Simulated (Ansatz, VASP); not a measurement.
## Two plane-wave programs on Al

INCAR

```
SYSTEM = Al
PREC = Accurate ; ENCUT = 520
EDIFF = 1E-7 ; ISMEAR = 0
SIGMA = 0.15 ; LREAL = .False.
LASPH = .True. ; NELM = 100
ALGO = Normal ; ISIF = 2
LWAVE = .False. ; LCHARG = .False.
GGA = CA ; NBANDS = 8
```

KPOINTS

```
Automatic mesh
0
Gamma
  20 20 20
  0 0 0
```

POSCAR

```
Al
1.0
    0.0000000000      1.9227810000      1.9227810000
    1.9227810000      0.0000000000      1.9227810000
    1.9227810000      1.9227810000      0.0000000000
Al
1
Direct
    0.0000000000      0.0000000000      0.0000000000
```

Input for Ansatz:

```yaml
crystal:
  lattice:
    - [0.0, 1.922781, 1.922781]
    - [1.922781, 0.0, 1.922781]
    - [1.922781, 1.922781, 0.0]
  atoms:
    - { symbol: Al, position: [0.0, 0.0, 0.0] }
basis:
  ecutwfc: 420
kpoints:
  mp_grid: { grid: [20, 20, 20] }
hamiltonian:
  xc: lda
scf:
  occupations: { method: gaussian, width: 0.15 }
output:
  forces: true
  stress: true
  eigenvalues: true
```

Change from the starting cell: strain -0.050 along x and y, -0.050 along z, atoms carried along.

Alike in both runs: task single point; functional LDA; k mesh 20 × 20 × 20; occupations gaussian, width 0.15 eV; no spin polarisation.

```csv
,VASP,Ansatz
version,VASP 6.6.1,Ansatz 0.2.0
potentials or method,"VASP PAW LDA potentials, release 64 (Al)","scalar-relativistic, plane waves, PAW"
plane-wave cutoff (eV),520,420
valence electrons in the cell,3,3
```

Ansatz gave:

- gap on the k mesh at the Fermi level (eV): none
- pressure (GPa): 11.2

Question: What did VASP give for the same quantities?

Answer: gap on the k mesh at the Fermi level (eV): none; pressure (GPa): 11.4.

A gap of «none» marks a metal or a gap that the smearing closes.
